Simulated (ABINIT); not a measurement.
Something may be wrong with this ABINIT 10.8.3 (patched build) calculation of HgTe (Coloradoite).

Contents of run.abi:

```
pp_dirpath "./"
pseudos "Hg.GGA_PBE-JTH.xml, Te.GGA_PBE-JTH.xml"

acell 3*1.0
rprim
     0.0000000000     6.0745246276     6.0745246276
     6.0745246276     0.0000000000     6.0745246276
     6.0745246276     6.0745246276     0.0000000000
ntypat 2
znucl 80 52
natom 2
typat 1 2
xcart
     0.0000000000     0.0000000000     0.0000000000
     9.1117869414     9.1117869414     9.1117869414

ecut 517.016339 eV
pawecutdg 9.5
pawxcdev 0

kptopt 1
ngkpt 7 7 7
nshiftk 1
shiftk 0.0 0.0 0.0

ixc 11

nband 13
occopt 3
tsmear 0.00183747

nstep 100
tolvrs 1.0e-9

iomode 3
prtwf 0
prtden 0
prteig 0
prtebands 0
enunit 1
```

Potentials or basis: JTH PAW PBE v2.0.

Command:

```sh
$ abinit run.abi > log 2>&1
```

run.abo:

```text
.Version 10.8.3 of ABINIT
 Symmetries : space group F-4 3 m (#216); Bravais cF (face-center cubic)
================================================================================
 Values of the parameters that define the memory need of the present run
     intxc =       0    ionmov =       0      iscf =      17    lmnmax =      18
     lnmax =       6     mgfft =      36  mpssoang =       3    mqgrid =    3001
     natom =       2  nloc_mem =       2    nspden =       1   nspinor =       1
    nsppol =       1      nsym =      24    n1xccc =       1    ntypat =       2
    occopt =       3   xclevel =       2
       mpw =        1796          nfft =       46656          nkpt =          20
[... 48 lines left out ...]

 chkinp: Checking input parameters for consistency.

 chkdpr: ERROR -
  Context : the value of the variable pawecutdg>=ecut is   0.
  The value of the input variable pawecutdg is  9.500000000000E+00,
  while it must be larger or equal to  1.900000001199E+01.
  Action: you should change the input variables pawecutdg or pawecutdg>=ecut.

Checking consistency of input data against itself revealed some problem(s).
So, stopping. The details of the problem(s) are given in the error file or the standard output file (= "log" file).
In parallel, the details might not even be printed there. Then, try running in sequential to see the details.

--- !ERROR
message: |
    Checking consistency of input data against itself gave 1 inconsistency.
    The details of the problem can be FOUND ABOVE (or in output or log file).
    In parallel, the details might not even be printed there. Then, try running in sequential to see the details.
...
```

Diagnose the run.

The program refused the input. The input holds a flaw that was put in on purpose: fine-grid cutoff under the wave-function cutoff (pawecutdg = 9.5).
